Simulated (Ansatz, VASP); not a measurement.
## Two plane-wave programs on Pt

```xyz
1
Lattice="-1.6317 1.6317 1.5367 1.6317 -1.6317 1.5367 1.6317 1.6317 -1.5367" Properties=species:S:1:pos:R:3 pbc="T T T"
Pt    0.0000    0.0000    0.0000
```

Change from the starting cell: strain +0.030 along x and y, -0.030 along z, atoms carried along.

Alike in both runs: task single point; functional PBEsol; k mesh 22 × 22 × 22; occupations gaussian, width 0.15 eV; no spin polarisation.

|  | VASP | Ansatz |
| --- | --- | --- |
| version | VASP 6.6.1 | Ansatz 0.2.0 |
| potentials or method | VASP PAW PBE potentials, release 64 (Pt) | scalar-relativistic, plane waves, PAW |
| plane-wave cutoff (eV) | 520 | 420 |
| valence electrons in the cell | 10 | 18 |

|  | VASP | Ansatz | Ansatz less VASP |
| --- | --- | --- | --- |
| gap on the k mesh at the Fermi level (eV) | none | none | - |
| pressure (GPa) | -17.2 | -16.8 | +0.35 |
| largest component of the traceless stress (GPa) | 3.71 | 3.73 | +0.020 |

A gap of «none» marks a metal or a gap that the smearing closes. The functional is the same, so the differences come from potentials, cutoffs and numerics. The two sets of potentials don't hold the same shells in valence.

Caveats: so large a pressure means that the cell lies far from this level's equilibrium, or that cutoff or potentials fall short (VASP); the potentials were made for another functional, which shifts forces and pressure (VASP). Spin-orbit coupling is left out, which matters for the levels of Pt.
